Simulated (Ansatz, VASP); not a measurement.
# Two plane-wave programs on TePb

```
Pb Te
1.0
     0.00000    3.23100    3.23100
     3.23100    0.00000    3.23100
     3.23100    3.23100    0.00000
Pb Te
1 1
Cartesian
  0.0000 0.0000 0.0000
  3.2310 3.2310 3.2310
```

Alike in both runs: task single point; functional PBE; k mesh 7 × 7 × 7; occupations gaussian, width 0.028 eV; no spin polarisation.

|  | VASP | Ansatz |
| --- | --- | --- |
| version | VASP 6.6.1 | Ansatz 0.2.0 |
| potentials or method | VASP PAW PBE potentials, release 64 (Pb_d, Te) | Ansatz PAW |
| plane-wave cutoff (eV) | 520 | 420 |
| valence electrons in the cell | 20 | 30 |

```tsv
	VASP	Ansatz	Ansatz less VASP
gap on the k mesh at the Fermi level (eV)	1.01	1.01	-0.003
least direct gap on the mesh (eV)	1.01	1.01	-0.003
pressure (GPa)	2.1	2.1	+0.04
```

The two sets of potentials don't hold the same shells in valence.

Spin-orbit coupling is left out, which matters for the levels of Pb, Te.
